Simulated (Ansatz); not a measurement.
This log comes from Ansatz, run on a 3-atom cell of CaF2 built on the fluorite structure (relaxed group Fm-3m). The cell was relaxed beforehand with r2SCAN.

The cell:
```
Ca F
1.0
     0.00000    2.71959    2.71959
     2.71959    0.00000    2.71959
     2.71959    2.71959    0.00000
Ca F
1 2
Direct
  0.00000 0.00000 0.00000
  0.75000 0.75000 0.75000
  0.25000 0.25000 0.25000
```

Output, abridged:
```
scf.n_extra_bands = 4 over 12 filled bands (N_el = 24.0): the run solves 16 bands
Functional definition: r2SCAN
Crystal: 3 atoms, lattice volume = 40.229 Å³
Basis set: ecut = 500 eV, 965 PW (Γ)
Symmetry: 48 space group operations
Space group: Fm-3m (ITA 225)
k-points: 29 of 512
preconditioner: auto → none  [insulator: Δε(μ)=8.317 eV  ℏωp=27.5 eV]
SCF 1 converged in 6 iterations: F = -3448.119667 eV  dr2 = 5.27e-10
SCF converged after 6 iterations
Free energy (F): -3448.119667 eV
Fermi energy:    2.866750 eV
--- Per-component energies (eV) ---
  E_band       = -206.311961
  E_kinetic    = 697.093144
  E_local      = -1780.231919
  E_nonlocal   = 208.409585
  E_hartree    = 634.604796
  E_xc         = -297.509219
  E_vxc        = -429.499369
  E_paw        = -1269.963234
  E_vpaw       = -200.191741
  E_vtau       = 28.895951
  E_ewald      = -1640.241517
  E_core_change = -0.283448
--- Forces (eV/Å), atoms counted from 1 ---
  atom   1  Ca      0.00000      0.00000      0.00000
  atom   2  F       0.00000      0.00000      0.00000
  atom   3  F       0.00000      0.00000      0.00000
--- Stress (GPa, compression-positive) ---
        0.000055       0.000000       0.000000
        0.000000       0.000055       0.000000
        0.000000       0.000000       0.000055
  P = ⅓ Tr σ = 0.0001 GPa (0.001 kbar)
--- Band table (eV; the first three rows and the last of 29) ---
  k-point 0: bands = […, 0.7321, 0.7321, 0.7321, 2.6059, 2.6059, 2.6059, 10.8986, 12.9091, 12.9091, 15.1330]
  k-point 1: bands = […, 0.8033, 0.8033, 0.8609, 2.4296, 2.5346, 2.5346, 11.2956, 12.9384, 12.9384, 14.9783]
  k-point 2: bands = […, 0.9906, 0.9906, 1.1655, 2.0557, 2.3520, 2.3520, 12.1970, 13.0088, 13.0088, 14.7220]
  k-point 28: bands = […, 0.5926, 0.7077, 1.8132, 1.8132, 2.5952, 2.7717, 11.9901, 13.4863, 13.8061, 13.8061]
```

Levels at the listed points, from bands.tsv (eV from the Fermi energy, bands near the gap, counted from 0):
```tsv
# k_distance	band_7	band_8	band_9	band_10	band_11	band_12	band_13	band_14	band_15
# fermi_ev = 2.866750
# [0, 0, 0] at k_distance = 0.000000
# [0.5, 0, 0.5] at k_distance = 1.155170
# [0.625, 0.25, 0.625] at k_distance = 1.563585
# [0.375, 0.375, 0.75] at k_distance = 2.270979
# [0.5, 0.5, 0.5] at k_distance = 2.978373
# [0.5, 0.25, 0.75] at k_distance = 3.795202
# [0, 0.5, 0.5] at k_distance = 5.086722
# levels_relative_to = fermi_ev
0.000	-2.135	-2.135	-0.261	-0.261	-0.261	8.032	10.042	10.042	12.266
1.155	-1.673	-1.673	-0.360	-0.360	0.000	8.789	10.522	10.977	11.887
1.564	-1.750	-1.525	-0.644	-0.442	-0.097	9.060	10.687	10.710	11.350
2.271	-1.750	-1.525	-0.644	-0.442	-0.097	9.060	10.687	10.710	11.350
2.978	-1.526	-1.282	-1.258	-0.846	-0.846	10.239	10.239	10.754	11.303
3.795	-2.159	-1.054	-1.054	-0.272	-0.095	9.123	10.620	10.939	10.939
5.087	-1.673	-1.673	-0.360	-0.360	0.000	8.789	10.522	10.977	11.887
```
In order the rows are Γ, X, U, K, L, W, X.

**Question.** Which of these blocks stood in the input: relax, gw, phonons, dielectric, magnetization (spin_orbit)?

**Answer.** None of them. A single point prints forces and stress when the output block asks for them.

**Question.** Which k mesh was typed?

**Answer.** 8×8×8, Γ-centred.

**Question.** How were the bands filled?

**Answer.** Fixed occupations.

Command: `ansatz run input.yaml --threads 2 --pin off --max-ram 20275MiB --backend cpu --events-out ev --progress --plain --runs-dir out`. It took 1.3 s on 2 threads of AMD EPYC 7R13 Processor (Zen 3) (shared host), load about 2.9 per core; peak host memory 0.43 GiB.

No spin polarisation and no zero-point or thermal motion.
